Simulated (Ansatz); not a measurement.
Consider a crystal of ZrSi₂ in space group I-4m2 (No. 119), with Zr on 2b; Si on 2a and 2c.

Method: DFT PBE, scalar-relativistic, plane waves, PAW in Ansatz. Cutoff 420 eV, Γ-centred mesh, Gaussian smearing, no spin polarisation.

Formation energies are uncorrected and refer to the elements' standard structures at the same level.

Problem. Which cell and coordinates does it relax to?

Solution.

Space group I-4m2 (No. 119). a = 3.880 Å, b = 3.880 Å, c = 7.730 Å, α = 90.00°, β = 90.00°, γ = 90.00°
```
atom  site  symmetry       x       y       z
  Zr    2b      -4m2  0.5000  0.5000  0.0000
  Si    2a      -4m2  0.0000  0.0000  0.0000
  Si    2c      -4m2  0.0000  0.5000  0.2500
```

Zr is surrounded by 8 Si at 2.74 Å; Si on its first site has 4 Si at 2.74 Å and 4 Zr at 2.74 Å; Si on its second site is surrounded by 4 Si at 2.74 Å and 4 Zr at 2.74 Å. Another local minimum with the same sites may exist.

Problem. And its energy and gap?

Solution. The energy over the elements is +0.02 eV/atom and the gap on the 16×16×16 mesh of the 3-atom cell is 0 eV (a metal). The formation energy is too near zero to say whether this cell lies below the elements.

The last run used Gaussian smearing of 0.10 eV. For metals, differences of a few meV/atom aren't resolved. A structure relaxed within its symmetry needn't be a true minimum. Another cell of ZrSi2 relaxed alike, in Cmcm (a cell as deposited in COD), lies 0.69 eV/atom lower, so this cell isn't the stable form at this level.
